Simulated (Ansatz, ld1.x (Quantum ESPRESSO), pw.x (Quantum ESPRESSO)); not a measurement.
# Cd (bcc): variants of one TM potential in the solid

```json
{
 "Element": "cadmium (Cd)",
 "Generator": "ld1.x (Quantum ESPRESSO) 7.5",
 "Type": "norm-conserving Troullier–Martins (Kleinman–Bylander form)",
 "Functional": "PBE",
 "Relativity": "scalar-relativistic",
 "Frozen core": "[Kr]",
 "Valence charge": "12",
 "Reference configuration": "4d10 5s2 5p0",
 "Partial waves": "5p (bound, empty): rc 2.80 bohr; 4d (bound): rc 1.65 bohr; 5s (bound): rc 2.00 bohr",
 "Local potential": "the s channel",
 "Core correction": "Bessel-smoothed model core, default radius (core density twice the valence density)"
}
```

Crystal test: bcc Cd in pw.x 7.5, no spin, 13³ k-points, Fermi–Dirac smearing 0.01 Ry, cutoffs set for each file from its atomic test. The reference is all-electron LAPW (Ansatz 0.2.0) with the same functional, mesh and smearing; V0 and B0 come from Birch–Murnaghan fits to the pressures at five volumes. Errors are pseudo minus all-electron; Δ is the rms difference of the E(V) curves that follow from these fits, minima aligned, over ±6 % about the mean V0. Mesh and smearing are coarse, so the numbers serve the comparison and aren't converged zero-temperature values; the lattice is a test structure that the element need not adopt.

All-electron: a0 = 3.603 Å (V0 = 23.38 Å³/atom), B0 = 37.4 GPa.

Base: This is a poor potential for the solid.

```csv
change,cutoffs (Ry),pw.x,a0 (Å),a0 error (%),B0 error (%),Δ (meV/atom),mean pressure error (GPa)
base,135/540,converged,3.634,+0.86,-4.3,4.9,+0.99
core correction none,135/540,converged,3.631,+0.79,-3.8,4.5,+0.91
"all radii but the core radius scaled by about 1.33 (s 2.66, p 3.74, d 2.20 bohr)",110/440,converged,3.627,+0.66,-2.7,3.8,+0.77
wave 5p (bound): rc 2.80 bohr becomes 5p (bound): rc 2.56 bohr,135/540,converged,3.634,+0.87,-4.4,4.9,+1.00
reference 4d10 5s1 5p0,135/540,converged,3.632,+0.81,-3.4,4.6,+0.93
```

Problem. Give the row for: wave 5s (bound): rc 2.00 bohr becomes 5s (bound): rc 2.76 bohr.

Solution. pw.x: converged; mean pressure error (GPa): +0.41; a0 (Å): 3.616; a0 error (%): +0.37; B0 error (%): -1.7; Δ (meV/atom): 2.1.
